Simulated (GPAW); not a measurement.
Write an ASE script for GPAW 26.7.0 that does the following.

```yaml
Task: band structure
Functional: PBEsol
Potentials_or_basis: PAW data sets generated in the run's folder for this functional
Cutoff: 600 eV
Basis: pw
k_mesh: 6 × 6 × 4
Occupations: fermi-dirac, width 0.05 eV
Spin: spin-orbit coupling, no magnetisation
Maxiter: 150
Band_path: GMKGALHA,LM,KH
Band_points: 60
spin_axis_theta_degrees: 90
spin_axis_phi_degrees: 45
Soc_after_scf: second variation
```

Crystal: PtSe2 (Sudovikovite).

```
CELL_PARAMETERS angstrom
3.72400 0.00000 0.00000
-1.86200 3.22508 0.00000
0.00000 0.00000 5.06200
ATOMIC_POSITIONS crystal
Pt 0.00000 0.00000 0.00000
Se 0.66667 0.33333 0.75000
Se 0.33333 0.66667 0.25000
```

One way to write it, as run:

run.py

```python
import numpy as np
from ase.dft.bandgap import bandgap
from ase.io import write
from ase.spacegroup import crystal
from ase.units import GPa
from gpaw import GPAW, PW, setup_paths
from gpaw.spinorbit import soc_eigenstates

setup_paths.insert(0, '.')

# Pt 1a
# Se 2d
atoms = crystal(['Pt', 'Se'],
                basis=[[0.0, 0.0, 0.0],
                       [0.6666666667, 0.3333333333, 0.75]],
                spacegroup=164, setting=1,  # P-3m1
                cellpar=[3.724, 3.724, 5.062, 90.0, 90.0, 120.0],
                primitive_cell=True)

calc = GPAW(mode=PW(600),
            xc='PBEsol',
            kpts={'size': (6, 6, 4), 'gamma': True},
            occupations={'name': 'fermi-dirac', 'width': 0.05},
            nbands=26,
            convergence={'density': 1e-05, 'energy': 1e-05},
            maxiter=150,
            txt='gpaw.txt')
atoms.calc = calc
energy = atoms.get_potential_energy()
forces = atoms.get_forces()
stress = atoms.get_stress()
calc.write('gs.gpw')
write('result.traj', atoms)
print(f'Energy: {energy:.6f} eV')
print('Forces (eV/A):')
print(forces.round(4))
print('Stress (GPa):', (stress / GPa).round(3))
print('Fermi level:', round(calc.get_fermi_level(), 4), 'eV')
print(f'Gap: {bandgap(calc)[0]:.4f} eV, direct: {bandgap(calc, direct=True)[0]:.4f} eV')

path = atoms.cell.bandpath('GMKGALHA,LM,KH', npoints=60, eps=1e-4)
bs_calc = calc.fixed_density(kpts=path, symmetry='off', nbands=41,
                             convergence={'bands': 'CBM+6.0', 'eigenstates': 1e-6}, txt='bands.txt')
bs = bs_calc.band_structure()
bs.write('bs.json')
print(f'Gap on the path: {bandgap(bs_calc)[0]:.4f} eV')

soc = soc_eigenstates(bs_calc, theta=90, phi=45)
np.savetxt('soc_bands.dat', soc.eigenvalues(), fmt='%.4f')
mesh = soc_eigenstates('gs.gpw', theta=90, phi=45)
np.savetxt('soc_mesh.dat', mesh.eigenvalues(), fmt='%.4f')
print('Fermi level with spin-orbit coupling:', round(mesh.fermi_level, 4), 'eV')
```

Potentials or basis: PAW data sets generated in the run's folder for this functional, pw.

Launch:

```bash
$ gpaw-setup -f PBEsol Pt Se
$ OMP_NUM_THREADS=1 python run.py
```

Results of the run:

```json
{"Pressure": "2.2 GPa", "Largest force": "0.358 eV/Å", "Band gap along the path": "none (metal or under the smearing width)"}
```

Caveat: spin-orbit coupling was added after a scalar SCF, so levels and gaps hold it while energy, forces, pressure and moments don't; this program's spin-orbit splittings come out too wide for heavy elements.

Run time: 84 s on 1 thread of Arm Neoverse V1 (shared host), peak memory 0.34 GiB.
